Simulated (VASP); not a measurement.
# TiTe2 (P-3m1) in VASP: notebook, part 2 of 3

VASP 6.6.1.

### 3 Relaxation of cell and atoms, PBE+D3(BJ)

This run uses another cell than the first one, of 25.14 Å³/atom, 0.940 times its volume.

Input file INCAR:

```
PREC     = Accurate       # precision mode
ENCUT    = 600            # plane-wave cutoff, eV
EDIFF    = 1E-7           # SCF threshold, eV
ISMEAR   = 1              # smearing method
SIGMA    = 0.1            # smearing width, eV
LREAL    = False          # projectors in reciprocal space
LASPH    = True           # aspherical terms in the spheres
NELM     = 80             # most SCF steps
ALGO     = Normal         # electronic algorithm
ISIF     = 3              # what is computed and relaxed
LWAVE    = False          # write WAVECAR
LCHARG   = False          # write CHGCAR
GGA      = PE             # functional
IVDW     = 12             # dispersion correction
IBRION   = 2              # ionic algorithm
NSW      = 90             # ionic steps
EDIFFG   = -0.005         # ionic threshold
KPAR     = 4
```

Input file KPOINTS:

```
Automatic mesh
0
Gamma
  12 12 6
```

Input file POSCAR:

```
TiTe2                                   
1.0
    3.6984931167     -0.0000000000     -0.0000000000
   -1.8492465584      3.2029889948     -0.0000000000
   -0.0000000000      0.0000000000      6.3674408269
  Ti              Te            
     1     2
Direct
     0.0000000000000000    0.0000000000000000    0.0000000000000000
     0.6666666667000030    0.3333333332999970    0.2717248434229237
     0.3333333332999970    0.6666666667000030    0.7282751565770762
```

Potentials or basis: VASP PAW PBE potentials, release 64 (Ti_sv, Te).

On the command line:

```
$ cat potpaw_PBE.64/Ti_sv/POTCAR potpaw_PBE.64/Te/POTCAR > POTCAR
$ mpirun -np 4 vasp_std > vasp.out
```

OUTCAR:

```text
PREC = Accurate
   ENCUT = 600
   EDIFF = 1E-7
   ISMEAR = 1
   LREAL = False
   LASPH = True
   NELM = 80
   ISIF = 3
   GGA = PE
   IVDW = 12
   IBRION = 2
   NSW = 90
   EDIFFG = -0.005
 IVDW          = 12

 ion  position               nearest neighbor table
   1  0.000  0.000  0.000-   2 2.75   3 2.75   2 2.75   3 2.75   2 2.75   3 2.75
   2  0.667  0.333  0.272-   1 2.75   1 2.75   1 2.75   3 3.61   3 3.61   3 3.61
   3  0.333  0.667  0.728-   1 2.75   1 2.75   1 2.75   2 3.61   2 3.61   2 3.61

  LATTYP: Found a hexagonal cell.
 ALAT       =     3.6984931167
 C/A-ratio  =     1.7216311146

  Lattice vectors:

 A1 = (   3.6984931167,   0.0000000000,   0.0000000000)
 A2 = (  -1.8492465584,   3.2029889948,   0.0000000000)
 A3 = (   0.0000000000,   0.0000000000,   6.3674408269)

Analysis of symmetry for initial positions (statically):
=====================================================================
 Subroutine PRICEL returns:
 Original cell was already a primitive cell.

 Routine SETGRP: Setting up the symmetry group for a
 hexagonal supercell.

 Subroutine GETGRP returns: Found 12 space group operations
 (whereof 12 operations were pure point group operations)
 out of a pool of 24 trial point group operations.

The static configuration has the point symmetry D_3d.

Analysis of symmetry for dynamics (positions and initial velocities):
=====================================================================
 Subroutine PRICEL returns:
 Original cell was already a primitive cell.

 Routine SETGRP: Setting up the symmetry group for a
 hexagonal supercell.

 Subroutine GETGRP returns: Found 12 space group operations
 (whereof 12 operations were pure point group operations)
 out of a pool of 24 trial point group operations.

The dynamic configuration has the point symmetry D_3d.

 Subroutine INISYM returns: Found 12 space group operations
 (whereof 12 operations are pure point group operations),
 and found     1 'primitive' translations

----------------------------------------------------------------------------------------

                                     Primitive cell

  volume of cell :      75.4302

  direct lattice vectors                    reciprocal lattice vectors
     3.698493117  0.000000000  0.000000000     0.270380387  0.156104189  0.000000000
    -1.849246558  3.202988995  0.000000000     0.000000000  0.312208378  0.000000000
     0.000000000  0.000000000  6.367440827     0.000000000  0.000000000  0.157048966

  length of vectors
     3.698493117  3.698493117  6.367440827     0.312208378  0.312208378  0.157048966

  position of ions in fractional coordinates (direct lattice)
     0.000000000  0.000000000  0.000000000
     0.666666667  0.333333333  0.271724843
     0.333333333  0.666666667  0.728275157

  ion indices of the primitive-cell ions
   primitive index   ion index
                 1           1
                 2           2
                 3           3

----------------------------------------------------------------------------------------

 KPOINTS: Automatic mesh

Automatic generation of k-mesh.
 Grid dimensions read from file:
 generate k-points for:   12   12    6

 Generating k-lattice:

  Cartesian coordinates                     Fractional coordinates (reciprocal lattice)
     0.022531699  0.013008682  0.000000000     0.083333333  0.000000000  0.000000000
     0.000000000  0.026017365  0.000000000     0.000000000  0.083333333  0.000000000
     0.000000000  0.000000000  0.026174828     0.000000000  0.000000000  0.166666667

  Length of vectors
     0.026017365  0.026017365  0.026174828

  Shift w.r.t. Gamma in fractional coordinates (k-lattice)
     0.000000000  0.000000000  0.000000000

 Subroutine IBZKPT returns following result:
 ===========================================

 Found    100 irreducible k-points:

 Following reciprocal coordinates:
            Coordinates               Weight
  0.000000  0.000000  0.000000      1.000000
  0.083333 -0.000000  0.000000      6.000000
  0.166667 -0.000000  0.000000      6.000000
  0.250000 -0.000000  0.000000      6.000000
  0.333333  0.000000  0.000000      6.000000
  0.416667 -0.000000  0.000000      6.000000
[... 16 lines left out ...]
  0.166667 -0.000000  0.166667      6.000000
  0.000000  0.166667  0.166667      6.000000
 [... further k-points ...]
   k-points           NKPTS =    100   k-points in BZ     NKDIM =    100   number of bands    NBANDS=     16
   number of dos      NEDOS =    301   number of ions     NIONS =      3
   total plane-waves  NPLWV =  48600
   dimension x,y,z NGX =    30 NGY =   30 NGZ =   54
   dimension x,y,z NGXF=    60 NGYF=   60 NGZF=  108
   ions per type =               1   2
   NGX,Y,Z   is equivalent  to a cutoff of  13.48, 13.48, 14.10 a.u.
   NGXF,Y,Z  is equivalent  to a cutoff of  26.97, 26.97, 28.20 a.u.
 SYSTEM =  unknown system
   PREC   = accura    normal or accurate (medium, high low for compatibility)
   ISTART =      0    job   : 0-new  1-cont  2-samecut
   ICHARG =      2    charge: 1-file 2-atom 10-const
   ISPIN  =      1    spin polarized calculation?
   LNONCOLLINEAR =      F non collinear calculations
   LSORBIT =      F    spin-orbit coupling
   LASPH  =      T    aspherical Exc in radial PAW
   ENCUT  =  600.0 eV  44.10 Ry    6.64 a.u.   7.39  7.39 12.72*2*pi/ulx,y,z
   NELM   =     80;   NELMIN=  2; NELMDL= -5     # of ELM steps
   EDIFF  = 0.1E-06   stopping-criterion for ELM
   LREAL  =      F    real-space projection
   EDIFFG = -.5E-02   stopping-criterion for IOM
   NSW    =     90    number of steps for IOM
   IBRION =      2    ionic relax: 0-MD 1-quasi-New 2-CG
   NFREE  =      1    steps in history (QN), initial steepest desc. (CG)
   ISIF   =      3    stress and relaxation
   ISYM   =      2    0-nonsym 1-usesym 2-fastsym
   POTIM  = 0.5000    time-step for ionic-motion
   TEBEG  =    0.0;   TEEND  =   0.0 temperature during run
   PSTRESS=    0.0 pullay stress
   NELECT =      24.0000    total number of electrons
   NUPDOWN=      -1.0000    fix difference up-down
   EMIN   =  10.00;   EMAX   =-10.00  energy-range for DOS
   EFERMI =   0.00;   METHOD = LEGACY
   ISMEAR =     1;   SIGMA  =   0.10  broadening in eV -4-tet -1-fermi 0-gaus
   EFERMI_NEDOS =   21; number of points for ismear=-14 and -15
   IALGO  =     38    algorithm
   IMIX   =      4    mixing-type and parameters
     AMIX     =   0.40;   BMIX     =  1.00
     AMIX_MAG =   1.60;   BMIX_MAG =  1.00
  volume/ion in A,a.u.               =      25.14       169.68
  Fermi-wavevector in a.u.,A,eV,Ry     =   1.117627  2.112009 16.994900  1.249090
  Thomas-Fermi vector in A             =   2.254251
   LORBIT       =      0    0 simple, 1 ext, 2 COOP (PROOUT), +10 PAW based schemes
   GGA     = PE    functional components
   LHFCALC =     F    Hartree Fock is set to
   AEXX    =    0.0000 exact exchange contribution
   IVDW    =    12    specifies the selected vdW correction
   LEPSILON=     F    determine dielectric tensor
   LRPA    =     F    only Hartree local field effects (RPA)
 conjugate gradient relaxation of ions
 non-spin polarized calculation
 Methfessel and Paxton  Order N= 1 SIGMA  =   0.10
  energy-cutoff  :      600.00
  volume of cell :       75.43
 maximum number of plane-waves:      2546
 NGX is ok and might be reduce to    30
   NGX = 15   NGY = 15   NGZ = 25

--------------------------------------- Ionic step        1  -------------------------------------------

 number of electron      24.0000000 magnetization

 Free energy of the ion-electron system (eV)
  ---------------------------------------------------
  ext. energy  EPLUGINS =         0.00000000
  ---------------------------------------------------
  free energy    TOTEN  =       -16.14581657 eV

  energy without entropy =      -16.14601165  energy(sigma->0) =      -16.14588159

------------------------ aborting loop because EDIFF is reached ----------------------------------------

 Edisp (eV)   -1.57020

 E8    (eV) :    -0.7273
[... 114 lines left out ...]
--------------------------------------- Ionic step        4  -------------------------------------------

 number of electron      24.0000000 magnetization

 Free energy of the ion-electron system (eV)
  ---------------------------------------------------
  ext. energy  EPLUGINS =         0.00000000
  ---------------------------------------------------
  free energy    TOTEN  =       -16.14522644 eV

  energy without entropy =      -16.14547085  energy(sigma->0) =      -16.14530791

 E-fermi :   7.6416     XC(G=0): -10.1822

 val. band max:        7.6383158173   @ k =   0.3333   0.0000   0.5000
 cond. band min:       7.6440586728   @ k =   0.0000   0.4167   0.1667
 fundamental gap:      0.0057428554
 Fermi energy:         7.6415944674

 k-point     1 :       0.0000    0.0000    0.0000
  band No.  band energies     occupation
      1     -49.7454      2.00000
      2     -26.0115      2.00000
      3     -26.0115      2.00000
      4     -25.9752      2.00000
      5      -5.1558      2.00000
      6      -3.4407      2.00000
[... 433 lines left out ...]
      3     -26.0146      2.00000
      4     -25.9720      2.00000
      5      -4.7455      2.00000
      6      -3.4233      2.00000
[... 8 lines left out ...]
     15       8.9116     -0.00000
     16      10.4424      0.00000

 [... further k-points ...]

------------------------ aborting loop because EDIFF is reached ----------------------------------------

 Edisp (eV)   -1.57082

 E8    (eV) :    -0.7276
[... 26 lines left out ...]
  FREE ENERGIE OF THE ION-ELECTRON SYSTEM (eV)
  ---------------------------------------------------
  free  energy   TOTEN  =       -17.7160437146 eV

  energy  without entropy=      -17.7162881209  energy(sigma->0) =      -17.71612518

 reached required accuracy - stopping structural energy minimisation
```

Run time: 2 min. Hardware: 4 MPI ranks of AMD EPYC 7R13 (Zen 3), shared host; peak memory 0.33 GiB.

What came out:

- Free energy: -17.7160 eV
- Relaxed volume: 25.13 Å³/atom
- Relaxed cell: a = 3.696 Å, b = 3.696 Å, c = 6.373 Å, α = 90.00°, β = 90.00°, γ = 120.00°
- Space group after relaxing (to 0.05 Å): P-3m1 (No. 164)
- Energy gained by relaxing: 0.0 meV/atom
- Ionic steps: 4
- Pressure after relaxing: 0.0 GPa
- Largest force after relaxing: 0.004 eV/Å
- Band gap on the k mesh: none (metal or under the smearing width)
- Dispersion energy per atom: -0.524 eV

Forces on the atoms (eV/Å):
```
Ti   0.000  0.000  0.000
Te   0.000  0.000 -0.004
Te   0.000  0.000  0.004
```

Final structure:
```xyz
3
Lattice="3.6961 0.0000 0.0000 -1.8481 3.2009 0.0000 0.0000 0.0000 6.3730" Properties=species:S:1:pos:R:3 pbc="T T T"
Ti    0.0000    0.0000    6.3730
Te    1.8481    1.0670    1.7313
Te    0.0000    2.1340    4.6417
```

Levels at points of the mesh, in eV from the Fermi level:
| k point | band 10 | band 11 | band 12 | band 13 | band 14 | band 15 |
| --- | --- | --- | --- | --- | --- | --- |
| (0.00, 0.00, 0.00) | 0.23 | 0.43 | 0.43 | 0.71 | 1.26 | 1.26 |
| (0.50, 0.00, 0.00) | -2.55 | -1.74 | -1.19 | -0.06 | 1.26 | 1.63 |
| (0.00, 0.00, 0.50) | -1.53 | 0.42 | 0.42 | 0.83 | 0.83 | 1.08 |
| (0.50, 0.00, 0.50) | -2.11 | -0.94 | -0.47 | -0.41 | 1.26 | 1.62 |

The run has no spin-orbit coupling, so splittings on Te are missing.

(Continued in part 3 of 3.)
